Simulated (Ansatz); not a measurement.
# Band table of Se (simple hexagonal type)

```yaml
crystal:
  lattice:
    - [2.22703, 0.00000, 0.00000]
    - [-1.11351, 1.92866, 0.00000]
    - [0.00000, 0.00000, 2.07240]
  atoms:
    - { symbol: Se, position: [0.00000, 0.00000, 0.00000] }
```

The cell comes from a relaxation on PAW files under the same functional, begun from a prototype that needn't be the stable phase.

Computed with Ansatz 0.2.0; functional PBE, scalar-relativistic. Settings: a Γ-centred 16×16×15 k mesh, Fermi–Dirac smearing of 0.1 eV, no spin polarisation. Methods: LAPW: all electrons, basis error target 1 meV/atom.

This run: volume at 0.4 of the series' base cell.

Path points, in fractions of the reciprocal vectors: Γ (0.000, 0.000, 0.000), M (0.500, 0.000, 0.000), K (0.333, 0.333, 0.000), A (0.000, 0.000, 0.500), L (0.500, 0.000, 0.500), H (0.333, 0.333, 0.500). Levels in eV from the Fermi level; bands 10 to 14, counted from the lowest band of the run. The gap is zero, the pressure 401.5 GPa.

```
# k(1/Å) point b10 b11 b12 b13 b14
0.000 Γ -28.64 4.46 7.33 7.52 7.52
0.407 - -28.00 1.60 5.12 5.18 8.12
0.814 - -26.08 -5.82 2.20 6.35 7.02
1.222 - -22.90 -12.56 0.24 5.05 9.93
1.629 M -19.18 -17.50 -0.43 4.61 12.20
1.864 - -18.99 -17.27 -3.19 7.64 12.38
2.099 - -18.42 -16.59 -7.21 12.40 12.91
2.334 - -17.53 -15.47 -10.99 13.62 16.95
2.569 K -16.74 -13.92 -13.92 14.07 19.20
3.040 - -21.01 -11.54 -9.62 11.58 15.25
3.510 - -25.23 -5.92 -3.82 7.84 11.62
3.980 - -27.79 1.05 3.09 5.33 9.37
4.450 Γ -28.64 4.46 7.33 7.52 7.52
4.829 - -28.10 -1.71 8.10 8.10 13.03
5.208 - -26.46 -8.50 9.77 9.77 15.43
5.587 - -23.79 -14.39 12.26 12.26 17.51
5.966 A -21.11 -18.14 14.05 14.05 19.06
6.373 - -20.50 -17.52 8.89 11.38 12.59
6.781 - -18.65 -15.72 1.39 5.48 8.22
7.188 - -15.55 -13.04 -5.35 -0.50 6.17
7.595 L -11.84 -11.12 -10.30 -3.53 5.47
7.830 - -11.61 -10.97 -10.11 -3.34 3.30
8.065 - -10.92 -10.53 -9.57 -2.76 -0.45
8.300 - -9.95 -9.79 -8.68 -4.17 -1.80
8.535 H -9.62 -8.22 -8.22 -6.78 -0.44
9.006 - -13.66 -11.58 -3.86 -3.29 -0.03
9.476 - -17.82 -14.95 2.00 2.18 4.88
9.946 - -20.30 -17.32 8.85 9.05 11.80
10.416 A -21.11 -18.14 14.05 14.05 19.06
```
